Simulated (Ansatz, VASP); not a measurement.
# Two plane-wave programs on MgO

Contents of INCAR:

```
ALGO = Normal ; EDIFF = 1E-6
ENCUT = 520 ; GGA = PS
ISIF = 2 ; ISMEAR = 0
LASPH = True ; LCHARG = False
LREAL = False ; LWAVE = False
NBANDS = 16 ; NELM = 80
PREC = Accurate ; SIGMA = 0.05
```

File KPOINTS:

```
k-points
0
Gamma
  9 9 6
```

Contents of POSCAR:

```
MgO
1.0
    3.4131635912      0.0000000000      0.0000000000
   -1.7065817956      2.9558863772      0.0000000000
    0.0000000000      0.0000000000      4.3906063377
Mg O
2 2
Direct
    0.6545737154      0.3091474307      0.7500000000
    0.3454262846      0.6908525693      0.2500000000
    0.6755705704      0.3511411408      0.2500000000
    0.3244294296      0.6488588592      0.7500000000
```

Input for Ansatz:

```yaml
crystal:
  lattice:
    - [3.4131635912, 0.0, 0.0]
    - [-1.7065817956, 2.9558863772, 0.0]
    - [0.0, 0.0, 4.3906063377]
  atoms:
    - { symbol: Mg, position: [0.6545737154, 0.3091474307, 0.75] }
    - { symbol: Mg, position: [0.3454262846, 0.6908525693, 0.25] }
    - { symbol: O, position: [0.6755705704, 0.3511411408, 0.25] }
    - { symbol: O, position: [0.3244294296, 0.6488588592, 0.75] }
basis:
  ecutwfc: 520.0
kpoints:
  mp_grid: { grid: [9, 9, 6] }
hamiltonian:
  xc: pbesol
  pseudopotentials: { kind: paw, azcp: { folder: soft_1 } }
scf:
  occupations: { method: gaussian, width: 0.05 }
output:
  forces: true
  stress: true
  eigenvalues: true
```

Change from the starting cell: mode 5 frozen in at -0.073 Å, strain +e along z and -e/2 along x and y +0.0467.

Alike in both runs: task single point; functional PBEsol; k mesh 9 × 9 × 6; occupations gaussian, width 0.05 eV; no spin polarisation.

|  | VASP | Ansatz |
| --- | --- | --- |
| version | VASP 6.6.1 | Ansatz 0.2.0 |
| potentials or method | VASP PAW PBE potentials, release 64 (Mg, O) | scalar-relativistic, plane waves, PAW |
| plane-wave cutoff (eV) | 520 | 520 |
| valence electrons in the cell | 16 | 32 |

|  | VASP | Ansatz | Ansatz less VASP |
| --- | --- | --- | --- |
| gap on the k mesh at the Fermi level (eV) | 3.17 | 3.18 | +0.009 |
| least direct gap on the mesh (eV) | 3.17 | 3.18 | +0.009 |
| pressure (GPa) | 0.7 | 1.1 | +0.36 |
| largest component of the traceless stress (GPa) | 6.92 | 6.79 | -0.129 |
| rms of the force components (eV/Å) | 0.246 | 0.243 | -0.0030 |

Atom by atom the forces differ by 0.003 eV/Å (rms over components). The two sets of potentials don't hold the same shells in valence. Ansatz warned: «pseudo_functional_mismatch».

Caveats: the PAW data sets were made with another functional, which shifts forces and pressure a little (VASP).
